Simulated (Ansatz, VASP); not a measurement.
# Au: VASP beside Ansatz

```xyz
1
Lattice="0.0000 2.0414 2.0414 2.0414 0.0000 2.0414 2.0414 2.0414 0.0000" Properties=species:S:1:pos:R:3 pbc="T T T"
Au    0.0000    0.0000    0.0000
```

Alike in both runs: task single point; functional PBEsol; k mesh 14 × 14 × 14; occupations gaussian, width 0.05 eV; no spin polarisation.

```csv
,VASP,Ansatz
version,VASP 6.6.1,Ansatz 0.2.0
potentials or method,"VASP PAW PBE potentials, release 64 (Au)","scalar-relativistic, plane waves, PAW"
plane-wave cutoff (eV),520,420
valence electrons in the cell,11,19
```

|  | VASP | Ansatz | Ansatz less VASP |
| --- | --- | --- | --- |
| gap on the k mesh at the Fermi level (eV) | none | none | - |
| pressure (GPa) | -0.3 | 0.0 | +0.30 |

A gap of «none» marks a metal or a gap that the smearing closes. The two sets of potentials don't hold the same shells in valence.

Caveats: the PAW data sets were made with another functional, which shifts forces and pressure a little (VASP). The runs have no spin-orbit coupling, so splittings on Au are missing.
